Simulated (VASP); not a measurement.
# ThSO: phonons from a supercell, part 4 of 4

How does the lattice of ThSO vibrate? The start is a cell from a database of measured crystal structures.

VASP 6.6.1; PBEsol; plane waves and PAW (Th, S, O).

So far. Step 2 (Relax the host): The run ended after 6 ionic steps, 0.029 eV below its first step, once the forces on the free atoms met EDIFFG = -0.02. Step 3 (Tight relaxation): The run ended after 3 ionic steps, 0.000 eV below its first step, once the forces on the free atoms met EDIFFG = -0.002.

### Step 5. Force constants in the supercell

System of this step: ThSO. The cell holds 48 atoms: 16 Th, 16 S and 16 O. Its edges and angles: a = 8.774 Å, b = 8.774 Å, c = 17.549 Å, α = 126.3°, β = 126.3°, γ = 79.3°. It derives from ThSO.

Each independent atom is moved by 0.015 Å both ways; the forces give the force constants out to half the supercell.

Input file INCAR:

```
SYSTEM = ThSO
PREC = Accurate
ENCUT = 480
EDIFF = 1E-07
NELM = 120
ISMEAR = 0
SIGMA = 0.05
LREAL = Auto
ALGO = Fast
GGA = PS
NBANDS = 232
LASPH = .TRUE.
LWAVE = .FALSE.
LCHARG = .FALSE.
KPAR = 8
IBRION = 6
NSW = 1
NFREE = 2
POTIM = 0.015
ISIF = 0
ADDGRID = .TRUE.
```

Input file POSCAR:

```
ThSO
1.0
   -3.9606795921      3.9606795921      6.7539067526
    3.9606795921     -3.9606795921      6.7539067526
    7.9213591842      7.9213591842    -13.5078135052
Th S O
16 16 16
Direct
    0.3496973538      0.0996973538      0.1250000000
    0.8496973538      0.5996973538      0.1250000000
    0.8496973538      0.0996973538      0.3750000000
    0.3496973538      0.5996973538      0.3750000000
    0.3496973538      0.0996973538      0.6250000000
    0.8496973538      0.5996973538      0.6250000000
    0.8496973538      0.0996973538      0.8750000000
    0.3496973538      0.5996973538      0.8750000000
    0.4003026462      0.6503026462      0.1250000000
    0.9003026462      0.1503026462      0.1250000000
    0.9003026462      0.6503026462      0.3750000000
    0.4003026462      0.1503026462      0.3750000000
    0.4003026462      0.6503026462      0.6250000000
    0.9003026462      0.1503026462      0.6250000000
    0.9003026462      0.6503026462      0.8750000000
    0.4003026462      0.1503026462      0.8750000000
    0.5692020689      0.3192020689      0.1250000000
    0.0692020690      0.8192020689      0.1250000000
    0.0692020690      0.3192020689      0.3750000000
    0.5692020689      0.8192020689      0.3750000000
    0.5692020689      0.3192020689      0.6250000000
    0.0692020689      0.8192020689      0.6250000000
    0.0692020689      0.3192020689      0.8750000000
    0.5692020689      0.8192020689      0.8750000000
    0.1807979311      0.4307979310      0.1250000000
    0.6807979311      0.9307979310      0.1250000000
    0.6807979311      0.4307979310      0.3750000000
    0.1807979311      0.9307979310      0.3750000000
    0.1807979310      0.4307979310      0.6250000000
    0.6807979311      0.9307979310      0.6250000000
    0.6807979310      0.4307979310      0.8750000000
    0.1807979310      0.9307979310      0.8750000000
    0.0000000000      0.0000000000      0.0000000000
    0.5000000000      0.5000000000      0.0000000000
    0.5000000000      0.0000000000      0.2500000000
    0.0000000000      0.5000000000      0.2500000000
    0.0000000000      0.0000000000      0.5000000000
    0.5000000000      0.5000000000      0.5000000000
    0.5000000000      0.0000000000      0.7500000000
    0.0000000000      0.5000000000      0.7500000000
    0.2500000000      0.2500000000      0.2500000000
    0.7500000000      0.7500000000      0.2500000000
    0.7500000000      0.2500000000      0.5000000000
    0.2500000000      0.7500000000      0.5000000000
    0.2500000000      0.2500000000      0.7500000000
    0.7500000000      0.7500000000      0.7500000000
    0.7500000000      0.2500000000      0.0000000000
    0.2500000000      0.7500000000      0.0000000000
```

Input file KPOINTS:

```
Automatic mesh
0
Gamma
3 3 3
0 0 0
```

Potentials, in the order of the species: Th, S and O (PBE family, release 64).

Started as:

```console
mpirun -np 8 vasp_std
```

Output:

```text
[banner, memory and clock lines left out]
running    8 mpi-ranks, on    1 nodes
[...]
[... a notice as in an earlier step ...]

 [... a notice as in an earlier step ...]

 LDA part: xc-table for (Slater+PW92), standard interpolation
 POSCAR, INCAR and KPOINTS ok, starting setup
[...]
entering main loop
       N       E                     dE             d eps       ncg     rms          rms(c)
DAV:   1     0.480547596951E+04    0.48055E+04   -0.15524E+05  3712   0.150E+03
DAV:   2     0.691226433576E+03   -0.41142E+04   -0.39950E+04  4384   0.421E+02
DAV:   3    -0.407963115426E+03   -0.10992E+04   -0.10773E+04  5208   0.185E+02
DAV:   4    -0.482561096349E+03   -0.74598E+02   -0.74174E+02  4744   0.618E+01
[...]
RMM:  22    -0.432446483088E+03    0.94732E-02   -0.27798E-02  5966   0.234E-01    0.105E+00
RMM:  23    -0.432442462562E+03    0.40205E-02   -0.13864E-02  5879   0.168E-01    0.643E-01
RMM:  24    -0.432441406008E+03    0.10566E-02   -0.71355E-03  6182   0.113E-01    0.455E-01
WARNING in EDDRMM: call to ZHEGV failed, returncode =   6  3     91
RMM:  25    -0.432440545847E+03    0.86016E-03   -0.54596E-03  6037   0.110E-01    0.233E-01
WARNING in EDDRMM: call to ZHEGV failed, returncode =   8  4    175
RMM:  26    -0.432440696099E+03   -0.15025E-03   -0.29585E-03  6252   0.662E-02    0.160E-01
RMM:  27    -0.432440851404E+03   -0.15531E-03   -0.61269E-03  6118   0.116E-01    0.175E-01
RMM:  28    -0.432440865212E+03   -0.13808E-04   -0.17073E-03  5596   0.565E-02    0.154E-01
WARNING in EDDRMM: call to ZHEGV failed, returncode =   6  3    167
RMM:  29    -0.432440958626E+03   -0.93414E-04   -0.14009E-03  5904   0.404E-02    0.131E-01
WARNING in EDDRMM: call to ZHEGV failed, returncode =   6  3    121
WARNING in EDDRMM: call to ZHEGV failed, returncode =   6  3    122
WARNING in EDDRMM: call to ZHEGV failed, returncode =   6  3    124
RMM:  30    -0.432441031514E+03   -0.72888E-04   -0.86163E-04  6135   0.304E-02    0.124E-01
WARNING in EDDRMM: call to ZHEGV failed, returncode =   8  4    133
RMM:  31    -0.432441066138E+03   -0.34624E-04   -0.78609E-04  6119   0.292E-02    0.102E-01
 num prob  num prob  num prob  num prob RMM:  32    -0.432441115976E+03   -0.49837E-04   -0.56108E-04  6047   0.220E-02    0.101E-01
 num prob  num prob WARNING in EDDRMM: call to ZHEGV failed, returncode =   6  3     85
WARNING in EDDRMM: call to ZHEGV failed, returncode =   6  3     86
 num prob  num prob WARNING in EDDRMM: call to ZHEGV failed, returncode =   6  3     87
 num prob  num prob WARNING in EDDRMM: call to ZHEGV failed, returncode =   6  3    101
 num prob  num prob  num prob  num prob  num prob RMM:  33    -0.432441157484E+03   -0.41508E-04   -0.49914E-04  5150   0.187E-02    0.101E-01
[...]
num prob  num prob WARNING in EDDRMM: call to ZHEGV failed, returncode =   8  4     84
 num prob  num prob  num prob  num prob  num prob  num prob  num prob  num prob  num prob  num prob  num prob  num prob  num prob  num prob  num prob  num prob  num prob  num prob  num prob  num prob  num prob  num prob  num prob  num prob  num prob  num prob  num prob  num prob  num prob  num prob  num prob  num prob  num prob  num prob  num prob  num prob  num prob  num prob  num prob  num prob  num prob  num prob  [...]
 num prob  num prob  num prob  num prob  num prob  num prob  num prob  num prob  num prob  num prob  num prob  num prob  num prob  num prob  num prob  num prob  num prob  num prob  num prob  num prob  num prob  num prob  num prob  num prob  num prob  num prob  num prob  num prob  num prob  num prob  num prob  num prob  num prob  num prob  num prob  num prob  num prob  num prob  num prob RMM:  13    -0.432440309705E+03   -0.15957E-06   -0.22845E-06  7364   0.326E-03    0.653E-04
 num prob  num prob  num prob  num prob  num prob  num prob  num prob  num prob  num prob  num prob  num prob  num prob  num prob  num prob  num prob  num prob  num prob  num prob  num prob  num prob  num prob  num prob  num prob  num prob  num prob  num prob  num prob  num prob  num prob  num prob  num prob  num prob  num prob  num prob  num prob  num prob  num prob  num prob  num prob  num prob  num prob  num prob  num prob  num prob  num prob  num prob WARNING in EDDRMM: call to ZHEGV failed, returncode =   8  4     97
 num prob  num prob  num prob  num prob  num prob  num prob  num prob  num prob  num prob  num prob  num prob  num prob  num prob  num prob  num prob  num prob  num prob  num prob  num prob  num prob  num prob  num prob  num prob  num prob  num prob  num prob  num prob  num prob  num prob  num prob  num prob  num prob  num prob  num prob  num prob  num prob  num prob  num prob  num prob  num prob  num prob  num prob  num prob  num prob  num prob  num prob RMM:  14    -0.432440309837E+03   -0.13189E-06   -0.20314E-06  7754   0.317E-03    0.561E-04
 hard stop encountered!  aborting job ...
|                                                                             |
|           W    W    AA    RRRRR   N    N  II  N    N   GGGG   !!!           |
|           W    W   A  A   R    R  NN   N  II  NN   N  G    G  !!!           |
|           W    W  A    A  R    R  N N  N  II  N N  N  G       !!!           |
|           W WW W  AAAAAA  RRRRR   N  N N  II  N  N N  G  GGG   !            |
|           WW  WW  A    A  R   R   N   NN  II  N   NN  G    G                |
|           W    W  A    A  R    R  N    N  II  N    N   GGGG   !!!           |
|                                                                             |
|     The electronic self-consistency was not achieved in the given           |
|     number of steps (NELM). The forces and other quantities evaluated       |
|     might not be reliable so examine the results carefully. If you find     |
|     spurious results, we suggest increasing NELM, if you were close to      |
|     convergence or switching to a different ALGO or adjusting the           |
|     density mixing parameters otherwise.                                    |
|                                                                             |

 soft stop encountered!  aborting job ...
```

Wall time 3.5 h (8 MPI ranks of AMD EPYC 9R45, shared host).

The run was stopped at its time limit, so it gives no result of its own.

### Step 6. Outcome

| Property | Result |
| --- | --- |
| result | none |

The session ends without its result: «force constants in the supercell» met its time limit.

[Lines on the potential files, build, host, timing and source positions are cut from VASP's logs without a mark.]

[Logs are printed without paths, hosts, clocks, repeated set-up lines and the standing remarks that a program may print on its own settings, such as how far it seeks lower states.]

[Hosts, paths, dates, database ids (printed as entryN), source tags and the programs' standing remarks are cut or masked in the printed files.]

[Runs that stopped without an error message from VASP are left out.]
